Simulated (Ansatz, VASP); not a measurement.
**One calculation of Rh, two programs**

The input INCAR:

```
SYSTEM = Rh
  ALGO = Fast
  EDIFF = 1E-6
  ENCUT = 520
  GGA = PE
  ISIF = 2
  ISMEAR = 0
  LASPH = .True.
  LCHARG = .False.
  LREAL = .False.
  LWAVE = .False.
  NBANDS = 14
  NELM = 80
  PREC = Accurate
  SIGMA = 0.15
```

KPOINTS

```
k-points
0
Gamma
  22 22 22
  0 0 0
```

The input POSCAR:

```
Rh
1.0
    0.0000000000      1.9015500000      1.9015500000
    1.9015500000      0.0000000000      1.9015500000
    1.9015500000      1.9015500000      0.0000000000
Rh
1
Direct
    0.0000000000      0.0000000000      0.0000000000
```

Input for Ansatz:

```yaml
crystal:
  lattice:
    - [0.0, 1.90155, 1.90155]
    - [1.90155, 0.0, 1.90155]
    - [1.90155, 1.90155, 0.0]
  atoms:
    - { symbol: Rh, position: [0.0, 0.0, 0.0] }
basis:
  ecutwfc: 420
kpoints:
  mp_grid: { grid: [22, 22, 22] }
hamiltonian:
  xc: pbe
scf:
  occupations: { method: gaussian, width: 0.15 }
output:
  forces: true
  stress: true
  eigenvalues: true
```

Alike in both runs: task single point; functional PBE; k mesh 22 × 22 × 22; occupations gaussian, width 0.15 eV; no spin polarisation.

|  | VASP | Ansatz |
| --- | --- | --- |
| version | VASP 6.6.1 | Ansatz 0.2.0 |
| potentials or method | VASP PAW PBE potentials, release 64 (Rh_pv) | scalar-relativistic, plane waves, PAW |
| plane-wave cutoff (eV) | 520 | 420 |
| valence electrons in the cell | 15 | 17 |

|  | VASP | Ansatz | Ansatz less VASP |
| --- | --- | --- | --- |
| gap on the k mesh at the Fermi level (eV) | none | none | - |
| pressure (GPa) | 5.8 | 5.8 | 0.00 |

A gap of «none» marks a metal or a gap that the smearing closes. The functional is the same, so the differences come from potentials, cutoffs and numerics. The two sets of potentials don't hold the same shells in valence.
